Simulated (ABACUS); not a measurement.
# Ag (Fm-3m) in ABACUS: equation of state

Aim: energy against volume of Ag in PBEsol, for its equilibrium volume and stiffness.

Everything below comes from runs of ABACUS 3.10.1. Logs are shortened: lines on timing, memory, paths and dates and some standing lists are left out, and cuts for length are marked.

## Step 1: The structure

It takes space group Fm-3m (No. 225, cubic). Conventional cell: a = 4.085 Å, b = 4.085 Å, c = 4.085 Å, α = 90.00°, β = 90.00°, γ = 90.00°. Around Ag (site symmetry m-3m) lie 12 Ag at 2.89 Å.

## Step 2: Equation of state, PBEsol, 16.03 Å³/atom (volume scaled by 0.94)

INPUT

```
INPUT_PARAMETERS
suffix              Ag
calculation         scf
basis_type          pw
pseudo_dir          ./
symmetry            1
dft_functional      pbesol
ecutwfc             82
pseudo_rcut         7
nspin               1
nbands              14
ks_solver           dav
smearing_method     fd
smearing_sigma      0.00367493
scf_thr             1e-08
scf_nmax            100
mixing_type         broyden
mixing_beta         0.7
cal_force           1
cal_stress          1
kpar                4
```

STRU

```
ATOMIC_SPECIES
Ag 107.8682 Ag.upf

LATTICE_CONSTANT
1.8897261246

LATTICE_VECTORS
0.0000000000 2.0010495236 2.0010495236
2.0010495236 0.0000000000 2.0010495236
2.0010495236 2.0010495236 0.0000000000

ATOMIC_POSITIONS
Direct

Ag
0.0
1
0.0000000000 0.0000000000 0.0000000000 1 1 1
```

KPT

```
K_POINTS
0
Gamma
11 11 11 0 0 0
```

Potentials or basis: PseudoDojo NC SR 0.4.1 PBEsol standard, plane waves.

Started as:

```console
OMP_NUM_THREADS=1 mpirun -np 4 abacus > log
```

running log:

```text
ABACUS v3.10.1

               Atomic-orbital Based Ab-initio Computation at UStc

 ------------------------------------------------------------------------------------

 READING GENERAL INFORMATION
                           global_out_dir = OUT.Ag/
                           global_in_card = INPUT
                               pseudo_dir = ./
                              orbital_dir =
                                    DSIZE = 4
                                    GSIZE = 1

 READING UNITCELL INFORMATION
                                    ntype = 1
                  lattice constant (Bohr) = 1.88973
              lattice constant (Angstrom) = 1

 READING ATOM TYPE 1
                               atom label = Ag
                      L=0, number of zeta = 1
                      L=1, number of zeta = 1
                      L=2, number of zeta = 1
             number of atom for this type = 1

                        TOTAL ATOM NUMBER = 1
DIRECT COORDINATES
    atom                   x                   y                   z     mag                  vx                  vy                  vz
taud_Ag1            0.0000000000        0.0000000000        0.0000000000  0.0000        0.0000000000        0.0000000000        0.0000000000

                          Volume (Bohr^3) = 108.143
                             Volume (A^3) = 16.0252

 Lattice vectors: (Cartesian coordinate: in unit of a_0)
                   +0            +2.00105            +2.00105
             +2.00105                  +0            +2.00105
             +2.00105            +2.00105                  +0
 Reciprocal vectors: (Cartesian coordinate: in unit of 2 pi/a_0)
            -0.249869           +0.249869           +0.249869
            +0.249869           -0.249869           +0.249869
            +0.249869           +0.249869           -0.249869
 The esolver type has been set to : ksdft_pw

                PAO radial cut off (Bohr) = 7

 Read in pseudopotential file is Ag.upf
                     pseudopotential type = NC
          exchange-correlation functional = PBESOL
                 nonlocal core correction = 1
                        valence electrons = 19
                                     lmax = 2
                           number of zeta = 4
                     number of projectors = 6
                           L of projector = 0
                           L of projector = 0
                           L of projector = 1
                           L of projector = 1
                           L of projector = 2
                           L of projector = 2
     initial pseudo atomic orbital number = 10

 SETUP THE ELECTRONS NUMBER
            electron number of element Ag = 19
      total electron number of element Ag = 19
            AUTOSET number of electrons:  = 19
                           occupied bands = 10
                                   NBANDS = 14
                                   NLOCAL = 9

%%%%%%%%%%%%%%%%%%%%%%%%%%%%%%%%%%%%%%%%%%%%%%%%%%%%%%%%%%%%%%%%%%%%%%%%%%%%%%%%%%%%%%%%%%%%%%%%%%%%%%%%%%
 Warning: the number of valence electrons in pseudopotential > 11 for Ag: [Kr] 4d10 5s1
 Pseudopotentials with additional electrons can yield (more) accurate outcomes, but may be less efficient.
 If you're confident that your chosen pseudopotential is appropriate, you can safely ignore this warning.
%%%%%%%%%%%%%%%%%%%%%%%%%%%%%%%%%%%%%%%%%%%%%%%%%%%%%%%%%%%%%%%%%%%%%%%%%%%%%%%%%%%%%%%%%%%%%%%%%%%%%%%%%%

 SETUP THE PLANE WAVE BASIS
 energy cutoff for charge/potential (unit:Ry) = 328
            fft grid for charge/potential = [ 32, 32, 32 ]
                        fft grid division = [ 1, 1, 1 ]
        big fft grid for charge/potential = [ 32, 32, 32 ]
                                     nbxx = 32768
                                     nrxx = 32768

 SETUP PLANE WAVES FOR CHARGE/POTENTIAL
                    number of plane waves = 10969
                         number of sticks = 649

 PARALLEL PW FOR CHARGE/POTENTIAL
     PROC   COLUMNS(POT)             PW
        1            649          10969
 --------------- sum -------------------
        1            649          10969
                            number of |g| = 161
                                  max |g| = 29.6564
                                  min |g| = 0

----------- Double Check Mixing Parameters Begin ------------
mixing_type: broyden
mixing_beta: 0.7
mixing_gg0: 1
mixing_gg0_min: 0.1
mixing_ndim: 8
----------- Double Check Mixing Parameters End ------------

 LATTICE VECTORS: (CARTESIAN COORDINATE: IN UNIT OF A0)
                   +0            +2.00105            +2.00105
             +2.00105                  +0            +2.00105
             +2.00105            +2.00105                  +0
                       right hand lattice = 1
[... 29 lines left out ...]
                             BRAVAIS TYPE = 2
                     BRAVAIS LATTICE NAME = 02. Cubic I (body-centered)
                                    ibrav = 2
                       right hand lattice = 1
(for k-lattice: )
                             BRAVAIS TYPE = 2
                     BRAVAIS LATTICE NAME = 02. Cubic I (body-centered)
                                    ibrav = 2
                       right hand lattice = 1
                        ROTATION MATRICES = 48
                               nkstot_ibz = 56
K-POINTS REDUCTION ACCORDING TO SYMMETRY
     IBZ    DIRECT_X    DIRECT_Y    DIRECT_Z  WEIGHT  ibz2bz
       1  0.00000000  0.00000000  0.00000000  0.0008       0
       2  0.09090909  0.09090909  0.09090909  0.0060       1
       3  0.18181818  0.18181818  0.18181818  0.0060       2
       4  0.27272727  0.27272727  0.27272727  0.0060       3
       5  0.36363636  0.36363636  0.36363636  0.0060       4
       6  0.45454545  0.45454545  0.45454545  0.0060       5
[... 22 lines left out ...]
      29 -0.36363636  0.36363636  0.36363636  0.0180      40
      30 -0.45454545  0.27272727  0.27272727  0.0090      41
[... 26 further k points ...]

                               nkstot now = 56
[... K-POINTS DIRECT COORDINATES: 56 rows ...]

           k-point number in this process = 14
       minimum distributed K point number = 14
[... stars of the k points ...]

[... K-POINTS CARTESIAN COORDINATES: 14 rows ...]

[... K-POINTS DIRECT COORDINATES: 14 rows ...]

 SETUP PLANE WAVES FOR WAVE FUNCTIONS
     energy cutoff for wavefunc (unit:Ry) = 82
              fft grid for wave functions = [ 32, 32, 32 ]
                    number of plane waves = 1989
                         number of sticks = 211

 PARALLEL PW FOR WAVE FUNCTIONS
     PROC   COLUMNS(POT)             PW
        1            211           1989
 --------------- sum -------------------
        1            211           1989

 SETUP NONLOCAL PSEUDOPOTENTIALS IN PLANE WAVE BASIS
 Ag non-local projectors:
 projector 1 L=0
 projector 2 L=0
 projector 3 L=1
 projector 4 L=1
 projector 5 L=2
 projector 6 L=2
      TOTAL NUMBER OF NONLOCAL PROJECTORS = 18

 Init Non-Local PseudoPotential table :
 Init Non-Local-Pseudopotential done.

                                     npwx = 1375

 Make real space PAO into reciprocal space.
       max mesh points in Pseudopotential = 701
     dq(describe PAO in reciprocal space) = 0.01
                                    max q = 1091

 number of pseudo atomic orbitals for Ag is 4
WARNING: norm of atomic wavefunction # 3 of atomic type Ag is 0.999966, renormalized
WARNING: norm of atomic wavefunction # 4 of atomic type Ag is 0.994543, renormalized

 -------------------------------------------
 SELF-CONSISTENT
 -------------------------------------------
                                 init_chg = atomic

 PW ALGORITHM --------------- ION=   1  ELEC=   1--------------------------------
 Notice: Threshold on eigenvalues was too large.
 hsover_error=0.19 > DRHO=0.0828609
 Origin diag ethr = 0.01
 New diag ethr = 0.00043611

 Density error is 0.0838904864705
                          Error Threshold = 0.000436110221935
----------------------------------------------------------
     Energy           Rydberg                 eV
----------------------------------------------------------
 E_KohnSham     -309.7637221319      -4214.5516546828
 E_Harris       -313.8350881548      -4269.9454312375
 E_Fermi        1.4185445167         19.3002882933
----------------------------------------------------------
[... 51 lines left out ...]
 Density error is 8.91076669173e-09
                          Error Threshold = 2.9709368024e-09
----------------------------------------------------------
     Energy           Rydberg                 eV
----------------------------------------------------------
 E_KohnSham     -309.7962834937      -4214.9946747377
 E_KS(sigma->0) -309.7962169544      -4214.9937694238
 E_Harris       -309.7957136067      -4214.9869210269
 E_band         -15.5430505403       -211.4740516498
 E_one_elec     -112.9859817462      -1537.2531458716
 E_Hartree      68.0824274854        926.3089474726
 E_xc           -46.0424819720       -626.4401048818
 E_Ewald        -218.8501141822      -2977.6085608290
 E_entropy(-TS) -0.0001330786        -0.0018106278
 E_descf        0.0000000000         0.0000000000
 E_exx          0.0000000000         0.0000000000
 E_Fermi        1.3867258776         18.8673734995
----------------------------------------------------------

 charge density convergence is achieved
 final etot is -4214.9946747 eV
 EFERMI = 18.8673735 eV

 STATE ENERGY(eV) AND OCCUPATIONS    NSPIN == 1
 1/14 kpoint (Cartesian) = 0.0000 0.0000 0.0000 (1363 pws)
       1       -73.3553     0.00150263
       2       -36.7437     0.00150263
       3       -36.7437     0.00150263
       4       -36.7437     0.00150263
       5        10.3854     0.00150263
       6        13.7061     0.00150263
       7        13.7061     0.00150263
       8        13.7061     0.00150263
       9        14.8791     0.00150263
      10        14.8791     0.00150263
      11        34.9863        0.00000
      12        38.8883        0.00000
      13        38.8883        0.00000
      14        38.8883        0.00000
[... 66 lines left out ...]
       1       -73.3321      0.0120210
       2       -36.9496      0.0120210
       3       -36.7746      0.0120210
       4       -36.7746      0.0120210
       5        11.9158      0.0120210
       6        13.6930      0.0120210
       7        13.6930      0.0120210
       8        15.7356      0.0120210
       9        15.7356      0.0120210
      10        17.6427      0.0120210
      11        23.1687    5.24078e-40
      12        34.2584        0.00000
      13        37.3583        0.00000
      14        37.3583        0.00000

[... levels at 8 further k points ...]

------------------------------------------------------------------------------------------
 TOTAL-FORCE (eV/Angstrom)
------------------------------------------------------------------------------------------
                       Ag1         0.0000000000         0.0000000000         0.0000000000
------------------------------------------------------------------------------------------

----------------------------------------------------------------
 TOTAL-STRESS (KBAR)
----------------------------------------------------------------
        47.1952383910        -0.0000000000        -0.0000000000
        -0.0000000000        47.1952383910         0.0000000000
        -0.0000000000         0.0000000000        47.1952383910
----------------------------------------------------------------
 TOTAL-PRESSURE: 47.195238 KBAR

 --------------------------------------------
 !FINAL_ETOT_IS -4214.9946747376607163 eV
 --------------------------------------------
```

Run time: 3.4 s. Hardware: 4 MPI ranks of Intel Xeon Platinum 8259CL at 2.50GHz (Skylake/Cascade Lake), shared host; peak memory 0.24 GiB.

Results:

- Free energy: -4214.9947 eV
- Pressure: 4.7 GPa
- Band gap on the k mesh: none (metal or under the smearing width)

## Step 3: Equation of state, PBEsol, 16.37 Å³/atom (volume scaled by 0.96)

INPUT is that of step 2.

STRU

```
ATOMIC_SPECIES
Ag 107.8682 Ag.upf

LATTICE_CONSTANT
1.8897261246

LATTICE_VECTORS
0.0000000000 2.0151418859 2.0151418859
2.0151418859 0.0000000000 2.0151418859
2.0151418859 2.0151418859 0.0000000000

ATOMIC_POSITIONS
Direct

Ag
0.0
1
0.0000000000 0.0000000000 0.0000000000 1 1 1
```

KPT is that of step 2.

Potentials or basis: PseudoDojo NC SR 0.4.1 PBEsol standard, plane waves.

Started as:

```console
OMP_NUM_THREADS=1 mpirun -np 4 abacus > log
```

Wall time 3 s (4 MPI ranks of Intel Xeon Platinum 8259CL at 2.50GHz (Skylake/Cascade Lake), shared host); peak memory 0.24 GiB.

Results (log left out):

```yaml
Free_energy: -4215.0017 eV
Pressure: 1.8 GPa
Band_gap_on_the_k_mesh: none (metal or under the smearing width)
```

## Step 4: Equation of state, PBEsol, 16.71 Å³/atom (volume scaled by 0.98)

INPUT is that of step 3.

STRU

```
ATOMIC_SPECIES
Ag 107.8682 Ag.upf

LATTICE_CONSTANT
1.8897261246

LATTICE_VECTORS
0.0000000000 2.0290398554 2.0290398554
2.0290398554 0.0000000000 2.0290398554
2.0290398554 2.0290398554 0.0000000000

ATOMIC_POSITIONS
Direct

Ag
0.0
1
0.0000000000 0.0000000000 0.0000000000 1 1 1
```

KPT is that of step 3.

Started as:

```console
OMP_NUM_THREADS=1 mpirun -np 4 abacus > log
```

Wall time 3.4 s (4 MPI ranks of Intel Xeon Platinum 8259CL at 2.50GHz (Skylake/Cascade Lake), shared host); peak memory 0.24 GiB.

Results (log left out):

```
Free energy            : -4215.0029 eV
Pressure               : -0.9 GPa
Band gap on the k mesh : none (metal or under the smearing width)
```

## Step 5: Equation of state, PBEsol, 17.05 Å³/atom

INPUT is that of step 4.

STRU

```
ATOMIC_SPECIES
Ag 107.8682 Ag.upf

LATTICE_CONSTANT
1.8897261246

LATTICE_VECTORS
0.0000000000 2.0427500000 2.0427500000
2.0427500000 0.0000000000 2.0427500000
2.0427500000 2.0427500000 0.0000000000

ATOMIC_POSITIONS
Direct

Ag
0.0
1
0.0000000000 0.0000000000 0.0000000000 1 1 1
```

KPT is that of step 4.

Started as:

```console
OMP_NUM_THREADS=1 mpirun -np 4 abacus > log
```

It took 3.5 s on 4 MPI ranks of Intel Xeon Platinum 8259CL at 2.50GHz (Skylake/Cascade Lake), shared host; peak memory 0.24 GiB.

Results (log left out):

* Free energy: -4214.9991 eV
* Pressure: -3.1 GPa
* Band gap on the k mesh: none (metal or under the smearing width)

## Step 6: Equation of state, PBEsol, 17.39 Å³/atom (volume scaled by 1.02)

INPUT is that of step 5.

STRU

```
ATOMIC_SPECIES
Ag 107.8682 Ag.upf

LATTICE_CONSTANT
1.8897261246

LATTICE_VECTORS
0.0000000000 2.0562785400 2.0562785400
2.0562785400 0.0000000000 2.0562785400
2.0562785400 2.0562785400 0.0000000000

ATOMIC_POSITIONS
Direct

Ag
0.0
1
0.0000000000 0.0000000000 0.0000000000 1 1 1
```

KPT is that of step 5.

Potentials or basis: PseudoDojo NC SR 0.4.1 PBEsol standard, plane waves.

Started as:

```console
OMP_NUM_THREADS=1 mpirun -np 4 abacus > log
```

Wall time 3.7 s (4 MPI ranks of Intel Xeon Platinum 8259CL at 2.50GHz (Skylake/Cascade Lake), shared host); peak memory 0.24 GiB.

The run converged. Its results:

```
Free energy            : -4214.9908 eV
Pressure               : -5.0 GPa
Band gap on the k mesh : none (metal or under the smearing width)
```

## Step 7: Equation of state, PBEsol, 17.73 Å³/atom (volume scaled by 1.04)

INPUT is that of step 6.

STRU

```
ATOMIC_SPECIES
Ag 107.8682 Ag.upf

LATTICE_CONSTANT
1.8897261246

LATTICE_VECTORS
0.0000000000 2.0696313722 2.0696313722
2.0696313722 0.0000000000 2.0696313722
2.0696313722 2.0696313722 0.0000000000

ATOMIC_POSITIONS
Direct

Ag
0.0
1
0.0000000000 0.0000000000 0.0000000000 1 1 1
```

KPT is that of step 6.

Started as:

```console
OMP_NUM_THREADS=1 mpirun -np 4 abacus > log
```

Wall time 3.4 s (4 MPI ranks of Intel Xeon Platinum 8259CL at 2.50GHz (Skylake/Cascade Lake), shared host); peak memory 0.24 GiB.

It converged, with:

| Item | Value |
| --- | --- |
| Free energy | -4214.9788 eV |
| Pressure | -6.7 GPa |
| Band gap on the k mesh | none (metal or under the smearing width) |

[end of part 1 of 2]
